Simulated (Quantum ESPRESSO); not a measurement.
## PtS2: Hubbard U by linear response with PBEsol+U

Crystal: PtS2.

```
Pt S
1.0
     3.54320    0.00000    0.00000
    -1.77160    3.06850    0.00000
     0.00000    0.00000    5.03880
Pt S
1 2
Direct
  0.00000 0.00000 0.00000
  0.66667 0.33333 0.77300
  0.33333 0.66667 0.22700
```

```yaml
Program: Quantum ESPRESSO 7.5
Task: Hubbard U by linear response
Functional: PBEsol
Potentials_or_basis: GBRV 1.5 PBEsol
Cutoff: 612 eV
Density_cutoff: 4898 eV
k_mesh: 6 × 6 × 4
Occupations: fermi-dirac, width 0.05 eV
Spin: no spin polarisation
Hubbard_terms: Pt d U = 4.0 eV
Start_of_the_occupations: default
Hubbard_projectors: ortho-atomic
Mixing_beta: 0.3
Most_SCF_iterations: 120
SCF_threshold: 6e-10 Ry
q_mesh: 2 × 2 × 2
```

The pressure is 6.5 GPa, the largest force is 1.023 eV/Å and the band gap on the k mesh is 0.89 eV, indirect (least direct gap 1.37 eV). The hubbard U from linear response is 4.82 eV.

Forces on the atoms (eV/Å):
```
Pt   0.000  0.000  0.000
S    0.000  0.000 -1.023
S    0.000  0.000  1.023
```

Stress tensor (GPa, compression positive):
```
6.68 0.00 0.00
0.00 6.68 0.00
0.00 0.00 6.08
```

Levels at points of the mesh, in eV from the valence-band top:
| k point | band 11 | band 12 | band 13 | band 14 | band 15 | band 16 | band 17 | band 18 |
| --- | --- | --- | --- | --- | --- | --- | --- | --- |
| (0.00, 0.00, 0.00) | -2.38 | -0.99 | -0.99 | 0.00 | 2.45 | 2.45 | 4.82 | 5.78 |
| (0.00, 0.00, -0.50) | -2.41 | -1.18 | -1.18 | -1.18 | 2.94 | 2.94 | 5.52 | 7.40 |
| (0.00, -0.50, 0.00) | -4.25 | -3.27 | -2.89 | -2.65 | 1.76 | 2.86 | 5.60 | 6.56 |
| (0.00, -0.50, -0.50) | -4.37 | -3.22 | -2.95 | -1.23 | 2.08 | 2.35 | 5.47 | 5.55 |

Eigenvalues of the final occupation matrices:
```
   site  spin  trace               eigenvalues
Pt 1 5d  each   4.35  0.71 0.71 0.98 0.98 0.98
```

Hubbard U from linear response:
```tsv
site	manifold	U (eV)
1	Pt-5d	4.82
```
On the first site the bare response is -0.229 and the screened one -0.109 eV⁻¹.

It took 5.9 min on 4 MPI ranks on Intel(R) Xeon(R) Processor @ 2.50GHz (Skylake/Cascade Lake) (shared host), peak memory 0.4 GiB a rank.

Caveat: spin-orbit coupling is left out, which moves the levels of the heavy elements; forces of over 1 eV/Å show positions far from the minimum, so gaps and moduli don't describe the material at rest. A k mesh can miss the band edges.
